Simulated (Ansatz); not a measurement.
# InSe (C2/m): topological invariants

Is InSe (C2/m) topological at this level? Invariants are computed plane by plane.

Computed with Ansatz 0.2.0 (DFT PBE with spin–orbit coupling, plane waves, PAW, unless a step's input says otherwise).

1 further run of the same task is left out (set aside as unsound or not needed).

### 1 The starting structure

It takes space group C2/m (No. 12, monoclinic). Conventional cell: a = 11.881 Å, b = 4.142 Å, c = 4.534 Å, α = 90.00°, β = 110.81°, γ = 90.00°. In (site symmetry m) has 3 Se at 2.69 to 2.72 Å and 1 In at 2.81 Å as nearest neighbours. Around Se (site symmetry m) lie 3 In at 2.69 to 2.72 Å.

Coordinates:

```
In Se
1.0
     5.94038   -2.07092    0.00600
     5.94038    2.07092    0.00600
    -1.61475    0.00000    4.23643
In Se
2 2
Direct
  0.88486 0.88486 0.02115
  0.11514 0.11514 0.97885
  0.65328 0.65328 0.63523
  0.34672 0.34672 0.36477
```

Origin of the cell: volume kept, shape and atoms relaxed. At PBE, without spin–orbit coupling, an earlier run found 1.96 GPa for this cell of 26.068 Å³/atom (10×10×8 mesh), gap on the mesh 0.62 eV.

### 2 Spin-orbit coupling: topological invariants

Input file input.yaml:

```yaml
crystal:
  lattice:
    - [5.9403839179, -2.0709244522, 0.0060012473]
    - [5.9403839179, 2.0709244522, 0.0060012473]
    - [-1.6147500172, 0.0, 4.2364303386]
  atoms:
    - { symbol: In, position: [0.8848645901, 0.8848645901, 0.0211495372] }
    - { symbol: In, position: [0.1151354099, 0.1151354099, 0.9788504628] }
    - { symbol: Se, position: [0.6532758112, 0.6532758112, 0.6352297564] }
    - { symbol: Se, position: [0.3467241888, 0.3467241888, 0.3647702436] }
basis:
  ecutwfc: 420
  ecutrho_ratio: 4
kpoints:
  mp_grid: { grid: [6, 6, 4] }
hamiltonian:
  xc: pbe
scf:
  occupations: { method: gaussian, width: 0.05 }
output:
  forces: true
  stress: true
  eigenvalues: true
  populations: true
  topological_invariants: true
magnetization:
  noncollinear: true
  spin_orbit: true
```

Command:

```bash
ansatz run input.yaml --threads 8 --pin off --max-ram 15360MiB --backend cpu --events-out ev --progress --plain --runs-dir out
```

Standard output, cut to the lines that bear on the results:

```text
Warning: RAYON_NUM_THREADS=8 ignored (pool sized by the plan → 8); use --threads N
band count auto-derived: 88 (N_el = 58.0; filled up to band 58; 70 without output.topological_invariants, output.pair_interaction, output.eigenstates.de_dk, output.active_space.bands or, under a hybrid functional, output.transmission)
[...]
Pseudopotentials: kind: paw_fr
Pseudopotential: In, paw_fr, valence charge 13, recommended cutoff 420 eV (normal), In.paw.azcp#standard-fr
Pseudopotential: Se, paw_fr, valence charge 16, recommended cutoff 420 eV (normal), Se.paw.azcp#standard-fr
Functional definition: PBE
[...]
non-collinear run that drives no moment, with spin-orbit: no starting moment large enough to seed its density (crystal.atoms[].spin), no starting occupations that ask for one, no magnetisation constraint and no magnetic field, so the semilocal B_xc is pinned to zero
Crystal: 4 atoms, lattice volume = 104.274 Å³
Basis set: ecut = 420 eV, 2051 PW (Γ), exchange–correlation on 90×90×64 points (8 copies of the dense FFT grid, shifted against one another)
Bands: 88, of which v1, the nominal top of the filled ones, is band 58 counted from 1 (57 counted from 0)
Symmetry: 4 space group operations + 4 with time reversal
Magnetic group: BNS 12.59 (UNI 66), of the structure as read, at distance tolerance 4.7e-5 Å
k-points: 47 of 144
Projection manifold: j_resolved (fully-relativistic pseudo-atomic orbitals)
[...]
Absolute magnetization: 0.0000 μB (∫|m|)
  site 0: m = (+0.0000, +0.0000, +0.0000) μB, |m| = 0.0000 μB  (R = 1.11 Å)
  site 1: m = (+0.0000, +0.0000, +0.0000) μB, |m| = 0.0000 μB  (R = 1.11 Å)
  site 2: m = (+0.0000, +0.0000, +0.0000) μB, |m| = 0.0000 μB  (R = 1.11 Å)
  site 3: m = (+0.0000, +0.0000, +0.0000) μB, |m| = 0.0000 μB  (R = 1.11 Å)
Free energy (F): -22139.894972 eV
[...]
E sigma→0 (E₀):  -22139.894972 eV
Fermi energy:    8.818365 eV
[...]
--- Forces (eV/Å), atoms counted from 1 ---
  atom   1  In     0.00065666     0.00000000     0.02033884
  atom   2  In    -0.00065666     0.00000000    -0.02033884
  atom   3  Se    -0.01383600     0.00000000     0.00463383
  atom   4  Se     0.01383600    -0.00000000    -0.00463383
[...]
--- Stress (GPa, compression-positive) ---
        1.953567      -0.000000       0.057802
       -0.000000       1.906098      -0.000000
        0.057802      -0.000000       1.901879
  P = ⅓ Tr σ = 1.9205 GPa (19.205 kbar)
--- Band table (eV; the first three rows and the last of 47) ---
[...]
--- Löwdin populations: 4 sites ---
  site symbol       q [e]
     0     In     12.7445
     1     In     12.7445
     2     Se     16.2072
     3     Se     16.2072
  spilling = 0.001666 (of n_electrons = 58.000000)
--- Topological invariants of the lowest 58 bands, as many as the electrons (of this functional, at the state reached) ---
  Z2 = 0;(000), z4 = 0
  bands 58 and 59 are separated throughout the zone, as estimated from the states at the SCF's k-points
  smallest direct gap kept (no minimum is searched for): 1.0358 eV, known to 8.2e-4 eV, at k = (0.1728, 0.1728, 0.6250) in reciprocal vectors
  plane       ν
  k1 = 0      0
  k1 = 1/2    0
  k2 = 0      0
  k2 = 1/2    0
  k3 = 0      0
  k3 = 1/2    0
```

Wall time 2.8 min (8 threads of Arm Neoverse V2, shared host); peak memory 2.2 GiB.

Read off: volume 26.068 Å³/atom, pressure 1.92 GPa, gap on the mesh 0.89 eV.

Invariants of the lowest 58 bands, plane by plane:

| axis | plane | result | index |
| --- | --- | --- | --- |
| b1 | centre | z2 | 0 |
| b1 | face | z2 | 0 |
| b2 | centre | z2 | 0 |
| b2 | face | z2 | 0 |
| b3 | centre | z2 | 0 |
| b3 | face | z2 | 0 |

Odd-parity bands at the invariant momenta: (0.00, 0.00, 0.00) 28; (0.00, 0.00, 0.50) 28; (0.00, 0.50, 0.00) 28; (0.00, 0.50, 0.50) 28; (0.50, 0.00, 0.00) 28; (0.50, 0.00, 0.50) 28; (0.50, 0.50, 0.00) 28; (0.50, 0.50, 0.50) 28.

### 3 Volume × 1.05, atoms carried along

input.yaml, as its differences from that of step 2:

```diff
@@ -2,5 +2,5 @@
   lattice:
-    - [5.9403839179, -2.0709244522, 0.0060012473]
-    - [5.9403839179, 2.0709244522, 0.0060012473]
-    - [-1.6147500172, 0.0, 4.2364303386]
+    - [6.0377845722, -2.1048800685, 0.0060996459]
+    - [6.0377845722, 2.1048800685, 0.0060996459]
+    - [-1.6412260346, 0.0, 4.3058923621]
   atoms:
```

Command:

```bash
ansatz run input.yaml --threads 8 --pin off --max-ram 15360MiB --backend cpu --events-out ev --progress --plain --runs-dir out
```

Standard output, cut to the lines that bear on the results:

```text
Warning: RAYON_NUM_THREADS=8 ignored (pool sized by the plan → 8); use --threads N
band count auto-derived: 88 (N_el = 58.0; filled up to band 58; 70 without output.topological_invariants, output.pair_interaction, output.eigenstates.de_dk, output.active_space.bands or, under a hybrid functional, output.transmission)
[...]
[... 4 set-up lines as earlier in the session ...]
[...]
non-collinear run that drives no moment, with spin-orbit: no starting moment large enough to seed its density (crystal.atoms[].spin), no starting occupations that ask for one, no magnetisation constraint and no magnetic field, so the semilocal B_xc is pinned to zero
Crystal: 4 atoms, lattice volume = 109.488 Å³
[...]
  atom   3  Se     0.00731178     0.00000000     0.28157182
  atom   4  Se    -0.00731178    -0.00000000    -0.28157182
[...]
--- Stress (GPa, compression-positive) ---
       -1.018657      -0.000000      -0.116832
       -0.000000      -0.683687       0.000000
       -0.116833       0.000000      -0.416168
  P = ⅓ Tr σ = -0.7062 GPa (-7.062 kbar)
--- Band table (eV; the first three rows and the last of 47) ---
[...]
--- Löwdin populations: 4 sites ---
  site symbol       q [e]
     0     In     12.7400
     1     In     12.7400
     2     Se     16.2141
     3     Se     16.2141
  spilling = 0.001583 (of n_electrons = 58.000000)
--- Topological invariants of the lowest 58 bands, as many as the electrons (of this functional, at the state reached) ---
  Z2 = 0;(000), z4 = 0
  bands 58 and 59 are separated throughout the zone, as estimated from the states at the SCF's k-points
  smallest direct gap kept (no minimum is searched for): 0.9608 eV, known to 1.1e-3 eV, at k = (0.4167, 0.4167, 0.9375) in reciprocal vectors
  plane       ν
  k1 = 0      0
  k1 = 1/2    0
  k2 = 0      0
  k2 = 1/2    0
  k3 = 0      0
  k3 = 1/2    0
```

Wall time 2.8 min (8 threads of Arm Neoverse V2, shared host); peak memory 2.1 GiB.

Result: volume 27.372 Å³/atom, pressure -0.71 GPa, mesh gap 0.80 eV.

Invariants of the lowest 58 bands, plane by plane:

| axis | plane | result | index |
| --- | --- | --- | --- |
| b1 | centre | z2 | 0 |
| b1 | face | z2 | 0 |
| b2 | centre | z2 | 0 |
| b2 | face | z2 | 0 |
| b3 | centre | z2 | 0 |
| b3 | face | z2 | 0 |

Odd-parity bands at the invariant momenta: (0.00, 0.00, 0.00) 28; (0.00, 0.00, 0.50) 28; (0.00, 0.50, 0.00) 28; (0.00, 0.50, 0.50) 28; (0.50, 0.00, 0.00) 28; (0.50, 0.00, 0.50) 28; (0.50, 0.50, 0.00) 28; (0.50, 0.50, 0.50) 28.

### 4 Volume × 0.96, atoms carried along

input.yaml, as its differences from that of step 3:

```diff
@@ -2,5 +2,5 @@
   lattice:
-    - [6.0377845722, -2.1048800685, 0.0060996459]
-    - [6.0377845722, 2.1048800685, 0.0060996459]
-    - [-1.6412260346, 0.0, 4.3058923621]
+    - [5.8600986178, -2.0429355556, 0.0059201394]
+    - [5.8600986178, 2.0429355556, 0.0059201394]
+    - [-1.5929263958, 0.0, 4.1791742612]
   atoms:
```

Command:

```bash
ansatz run input.yaml --threads 8 --pin off --max-ram 15360MiB --backend cpu --events-out ev --progress --plain --runs-dir out
```

Standard output, cut to the lines that bear on the results:

```text
Warning: RAYON_NUM_THREADS=8 ignored (pool sized by the plan → 8); use --threads N
band count auto-derived: 88 (N_el = 58.0; filled up to band 58; 70 without output.topological_invariants, output.pair_interaction, output.eigenstates.de_dk, output.active_space.bands or, under a hybrid functional, output.transmission)
[...]
[... 4 set-up lines as earlier in the session ...]
[...]
non-collinear run that drives no moment, with spin-orbit: no starting moment large enough to seed its density (crystal.atoms[].spin), no starting occupations that ask for one, no magnetisation constraint and no magnetic field, so the semilocal B_xc is pinned to zero
Crystal: 4 atoms, lattice volume = 100.103 Å³
[...]
  atom   3  Se    -0.03644612    -0.00000000    -0.26277889
  atom   4  Se     0.03644612     0.00000000     0.26277889
[...]
--- Stress (GPa, compression-positive) ---
        5.024393      -0.000000       0.241656
       -0.000000       4.574299       0.000000
        0.241655       0.000000       4.292724
  P = ⅓ Tr σ = 4.6305 GPa (46.305 kbar)
--- Band table (eV; the first three rows and the last of 47) ---
[...]
--- Löwdin populations: 4 sites ---
  site symbol       q [e]
     0     In     12.7484
     1     In     12.7484
     2     Se     16.2012
     3     Se     16.2012
  spilling = 0.001740 (of n_electrons = 58.000000)
--- Topological invariants of the lowest 58 bands, as many as the electrons (of this functional, at the state reached) ---
  Z2 = 0;(000), z4 = 0
  bands 58 and 59 are separated throughout the zone, as estimated from the states at the SCF's k-points
  smallest direct gap kept (no minimum is searched for): 1.0509 eV, known to 8.4e-4 eV, at k = (0.1728, 0.1728, 0.6250) in reciprocal vectors
  plane       ν
  k1 = 0      0
  k1 = 1/2    0
  k2 = 0      0
  k2 = 1/2    0
  k3 = 0      0
  k3 = 1/2    0
```

Wall time 2.9 min (8 threads of Arm Neoverse V2, shared host); peak memory 2.1 GiB.

Result: volume 25.026 Å³/atom, pressure 4.63 GPa, mesh gap 0.96 eV.

Invariants of the lowest 58 bands, plane by plane:

| axis | plane | result | index |
| --- | --- | --- | --- |
| b1 | centre | z2 | 0 |
| b1 | face | z2 | 0 |
| b2 | centre | z2 | 0 |
| b2 | face | z2 | 0 |
| b3 | centre | z2 | 0 |
| b3 | face | z2 | 0 |

Odd-parity bands at the invariant momenta: (0.00, 0.00, 0.00) 28; (0.00, 0.00, 0.50) 28; (0.00, 0.50, 0.00) 28; (0.00, 0.50, 0.50) 28; (0.50, 0.00, 0.00) 28; (0.50, 0.00, 0.50) 28; (0.50, 0.50, 0.00) 28; (0.50, 0.50, 0.50) 28.

### 5 Summary of results

```
                 quantity    value
   invariants, volume × 1  (0;000)
invariants, volume × 0.96  (0;000)
invariants, volume × 1.05  (0;000)
```

In words: The Z2 indices are (0;000): topologically trivial. The same holds at the other volumes. The band order is that of a semilocal functional. No dispersion term is included, so distances between weakly bound layers or units are the least certain numbers.
